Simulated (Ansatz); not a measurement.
# Cd2S: what a guessed cell relaxes into, part 2 of 2

The task: take a trial cell of Cd2S to zero force and stress.

Ansatz 0.2.0; DFT PBE, scalar-relativistic, plane waves, PAW.

## (4) Relaxation on the finer mesh

The end of the coarse run is made exact in the group found at a tolerance of 0.06 Å and reduced to its primitive cell.

input.yaml reads:

```yaml
crystal:
  lattice:
    - [5.8991282299, 0.0, 0.0]
    - [0.0, 5.8991282299, 0.0]
    - [0.0, 0.0, 5.8991282299]
  atoms:
    - { symbol: Cd, position: [0.25, 0.25, 0.25] }
    - { symbol: Cd, position: [0.25, 0.75, 0.75] }
    - { symbol: Cd, position: [0.75, 0.75, 0.25] }
    - { symbol: Cd, position: [0.75, 0.25, 0.75] }
    - { symbol: S, position: [0.0, 0.0, 0.0] }
    - { symbol: S, position: [0.5, 0.5, 0.5] }
basis:
  ecutwfc: 420
kpoints:
  mp_grid: { grid: [6, 6, 6] }
hamiltonian:
  xc: pbe
scf:
  occupations: { method: gaussian, width: 0.1 }
output:
  forces: true
  stress: true
  eigenvalues: true
relax:
  adjacent_minimum: "off"
  f_tol: 0.01
  max_steps: 80
  cell: { stress_tol: 0.05 }
```

Command:

```bash
$ ansatz run input.yaml --threads 1 --pin off --max-ram 2048MiB --backend cpu --events-out ev --progress --plain --runs-dir out
```

Output, cut to the lines that bear on the results:

```text
Warning: RAYON_NUM_THREADS=1 ignored (pool sized by the plan → 1); use --threads N
[...]
Pseudopotentials: kind: paw
Pseudopotential: Cd, paw, valence charge 20, recommended cutoff 420 eV (normal), Cd.paw.azcp
Pseudopotential: S, paw, valence charge 6, recommended cutoff 420 eV (normal), S.paw.azcp
Functional definition: PBE
[...]
Crystal: 6 atoms, lattice volume = 205.288 Å³
Basis set: ecut = 420 eV, 3959 PW (Γ), exchange–correlation on 80×80×80 points (8 copies of the dense FFT grid, shifted against one another)
Bands: 56, of which v1, the nominal top of the filled ones, is band 46 counted from 1 (45 counted from 0)
Symmetry: 48 space group operations
Space group: Pn-3m (ITA 224), of the structure as read, at distance tolerance 5.9e-5 Å
k-points: 20 of 216
[...]
SCF iter   1: F=—  HF=-34820.724123 eV  |F-HF|=—  |Δ(HF+E_count)|=         —  Δρ=3.04e-3  dr2=4.44e-2  ethr=1.77e-3  ⟨swp⟩=7.3  Hψ=4242  notcnv=0  defer=4
[...]
--- Relaxed structure (3 steps of the walk, 3 accepted, 1 SCFs on fresh bases) ---
  F+E_penalty+E_count = -34820.71991684 eV   max|allowed force component| = 1.619e-17 eV/Å   (the final SCF, on the basis selected at the relaxed cell)
  cell:  # Å, volume = 208.8249 Å³
    - [5.932814057111265, -1.925929944387236e-34, 5.456801509097168e-34]
    - [-1.925929944387236e-34, 5.932814057111265, 1.2839532962581572e-34]
    - [5.777789833161708e-34, 9.62964972193618e-35, 5.932814057111265]
  atoms:
    - { symbol: Cd, position: [0.24999999999999997, 0.24999999999999997, 0.24999999999999997] }
    - { symbol: Cd, position: [0.24999999999999997, 0.7499999999999999, 0.7499999999999999] }
    - { symbol: Cd, position: [0.7499999999999999, 0.7499999999999999, 0.24999999999999997] }
    - { symbol: Cd, position: [0.7499999999999999, 0.24999999999999997, 0.7499999999999999] }
    - { symbol: S, position: [-4.1135540694718817e-35, -3.2435154202621897e-35, -1.139268850105199e-35] }
    - { symbol: S, position: [0.49999999999999994, 0.49999999999999994, 0.49999999999999994] }
```

Run time: 51 s. Hardware: 1 thread of Arm Neoverse V1, shared host; peak memory 0.49 GiB.

Step by step:

| step | energy from step 1 (eV/cell) | largest force component (eV/Å) | pressure (GPa) | volume (Å³) |
| --- | --- | --- | --- | --- |
| 1 | 0.0000 | 0.0000 | 0.32 | 205.29 |
| 2 | -0.0026 | 0.0000 | 0.12 | 207.50 |
| 3 | -0.0028 | 0.0000 | 0.00 | 208.82 |
| 4 | -0.0035 | 0.0000 | 0.00 | 208.82 |

Step 1 is the start. Step 4 repeats the geometry before it on a plane-wave basis chosen anew for that cell, so its energy need not be comparable with the rows above.

|  | before | after | change |
| --- | --- | --- | --- |
| a (Å) | 5.899 | 5.933 | +0.6 % |
| b (Å) | 5.899 | 5.933 | +0.6 % |
| c (Å) | 5.899 | 5.933 | +0.6 % |
| volume (Å³/atom) | 34.21 | 34.80 | +1.7 % |
| shortest distance (Å) | 2.554 | 2.569 | +0.6 % |
| space group (0.01 Å) | Pn-3m | Pn-3m | same |

Forces and stress were held to the start's 48 operations: a distortion of lower symmetry was not tested.

## (5) Outcome

The summary covers parts 1 to 2. Changes of volume or cell count from the first structure of part 1.

| quantity | value |
| --- | --- |
| symmetry at the end (tolerance 0.05 Å) | space group Pn-3m (No. 224) |
| conventional cell | a = 5.933 Å, b = 5.933 Å, c = 5.933 Å, α = 90.00°, β = 90.00°, γ = 90.00° |
| volume | 34.80 Å³/atom |
| energy over the elements | +0.20 eV/atom |
| gap on the mesh | none (metal) |

What this shows: The space group Pn-3m (No. 224) is kept, and the volume per atom grows by 47.2 % from the first guess. The formation energy is positive, so the separate elements lie lower. No finished test with a distortion of lower symmetry is shown, so the end may be a saddle point. The final runs have no spin polarisation, so no magnetic state was tried and one may lie lower.
